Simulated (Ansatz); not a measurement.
Crystal: MnO.

```
Mn O
1.0
     0.00000    2.22391    2.22391
     2.22391    0.00000    2.22391
     2.22391    2.22391    0.00000
Mn O
1 1
Direct
  0.00000 0.00000 0.00000
  0.50000 0.50000 0.50000
```

The cell is a database's computed one.

Program: Ansatz 0.2.0. Alike in all runs: potentials or basis Ansatz PAW; cell as given; cutoff (eV) 420; smearing fermi-dirac 0.05 eV. Hardware: 2 threads of Arm Neoverse V2, on a shared host.

Problem. Order these runs on this cell by their wall time, lowest first.
A. task single point; level PBE0; spin collinear, ferromagnetic start; k mesh 6 × 6 × 6
B. task band structure; level HSE06; spin collinear, ferromagnetic start; k mesh 6 × 6 × 6; points for each segment of the path 4
C. task single point; level PBEsol; spin collinear, ferromagnetic start; k mesh 10 × 10 × 10
D. task single point; level PBEsol; spin off; k mesh 10 × 10 × 10

Solution. D (0.66 s), C (1.8 s), A (26 s), B (220 s).

Caveats: a cell with one magnetic atom can't hold antiferromagnetic order, which such compounds often take (some runs); the magnetic or orbital state may not be the lowest (some runs); an odd number of electrons without spin polarisation forces a metal (some runs).

Runs at the PBE level aren't shown here.
